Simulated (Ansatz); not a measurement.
**ZnS: frozen-core PAW against all-electron methods**

```yaml
crystal:
  lattice:
    - [3.81100, 0.00000, 0.00000]
    - [-1.90550, 3.30042, 0.00000]
    - [0.00000, 0.00000, 6.23400]
  atoms:
    - { symbol: Zn, position: [0.33333, 0.66667, 0.00000] }
    - { symbol: Zn, position: [0.66667, 0.33333, 0.50000] }
    - { symbol: S, position: [0.33333, 0.66667, 0.38500] }
    - { symbol: S, position: [0.66667, 0.33333, 0.88500] }
```

Atoms are numbered in the order listed.

The cell is COD entry 9008878, as deposited and not checked against the literature; nothing was relaxed. It differs from other determinations.

All numbers are computed: DFT, PBE, PAW with Ansatz's default frozen-core files, scalar-relativistic (Ansatz 0.2.0); DFT, PBE, all-electron LAPW, scalar-relativistic (Ansatz 0.2.0).

For PAW: a Γ-centred 8×8×5 k mesh, Fermi–Dirac smearing of 0.03 eV, cutoff 420 eV, no spin polarisation. LAPW targets a basis error of 1 meV/atom. The Ansatz runs share mesh, smearing and spin set-up. Plane-wave (PAW) pressures include the program's estimate of the Pulay term.

Stress and pressure are positive in compression.

Levels count from the top of the valence band.

```
                      quantity     PAW    LAPW
                pressure (GPa)    2.33    2.34
               stress xx (GPa)    3.01    3.02
               stress zz (GPa)    0.98    1.00
        force on Zn1, z (eV/Å)   0.319   0.319
         force on S3, z (eV/Å)  -0.319  -0.319
                 band gap (eV)   2.248   2.251
highest filled level at K (eV)  -2.211  -2.209
  lowest empty level at K (eV)   4.467   4.468
highest filled level at A (eV)  -0.452  -0.452
  lowest empty level at A (eV)   3.508   3.511
highest filled level at H (eV)  -1.254  -1.252
  lowest empty level at H (eV)   4.532   4.535
```

PAW's pressure differs from the LAPW value by about 0.01 GPa or less.
